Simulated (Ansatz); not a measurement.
Si: moving Si off its site

Si, P6/mmm, a = 2.642 Å, c = 2.497 Å. This isn't the element's structure at ambient conditions. Ansatz: PBE, PAW, 420 eV, Γ-centred 12×12×12 mesh on 8 atoms, Gaussian smearing 0.15 eV; no spin polarisation.

```xyz
8
Lattice="0.0000 0.0000 4.9938 5.2842 0.0000 0.0000 -2.6421 4.5763 0.0000" Properties=species:S:1:pos:R:3 pbc="T T T"
Si    0.0000    0.0000    0.0000
Si    0.0000    0.0000    2.4969
Si   -1.3211    2.2881    0.0000
Si   -1.3211    2.2881    2.4969
Si    2.6421    0.0000    0.0000
Si    2.6421    0.0000    2.4969
Si    1.3211    2.2881    0.0000
Si    1.3211    2.2881    2.4969
```

Atom 1 (Si) moves by x along the unit vector (0.000, 0.000, -1.000), with its periodic images; all else is held. y is the free energy of the cell over the start, F the force along the path summed over the moved atoms. Symmetry makes y even in x.

```tsv
x (Å)	y (meV)	F (eV/Å)
-0.200	137.4	1.54
-0.100	31.1	0.64
0.000	0.0	0.00
0.025	1.9	-0.15
0.050	7.6	-0.31
0.075	17.2	-0.47
0.125	49.5	-0.84
0.150	73.0	-1.05
0.175	?	?
```

Fit y = c2 x² + c4 x⁴ to the energies of the other rows, give the force constant, and predict energy and force of the missing row.

Least squares on the rows shown. y = 2999 x² + 10900 x⁴. The force constant is 2 c2 = 6.00 eV/Å² (for all images moving together, not for a lone atom). The force −dy/dx at the missing row is -1.28 eV/Å (computed -1.28). At x = 0.175 the fit asked for gives 102.1 meV. The run gave 102.2 meV, so the fit is 0.1 meV too low, a small miss on the scale of the series.

Cost: 9 runs of about 2 core-minutes in all, on Intel Xeon 6975P-C (Granite Rapids) (shared hosts).